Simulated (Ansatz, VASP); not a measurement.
## One calculation of TiN, two programs

```
Ti N
1.0
     0.00000    2.12062    2.12062
     2.12062    0.00000    2.12062
     2.12062    2.12062    0.00000
Ti N
1 1
Direct
  0.00000 0.00000 0.00000
  0.50000 0.50000 0.50000
```

The cell is a database's computed one.

Alike in both runs: task single point; functional PBE; k mesh 8 × 8 × 8; occupations gaussian, width 0.1 eV; collinear spin.

|  | VASP | Ansatz |
| --- | --- | --- |
| version | VASP 6.6.1 | Ansatz 0.2.0 |
| potentials or method | VASP PAW PBE potentials, release 64 (Ti_sv, N) | scalar-relativistic, plane waves, PAW |
| plane-wave cutoff (eV) | 520 | 420 |
| valence electrons in the cell | 17 | 17 |

```csv
,VASP,Ansatz,Ansatz less VASP
gap on the k mesh at the Fermi level (eV),none,none,-
pressure (GPa),1.7,1.3,-0.42
net moment per atom (μB),0.00,0.00,0.000
```

A gap of «none» marks a metal or a gap that the smearing closes. Ansatz warned: «seeded_moment_not_kept».
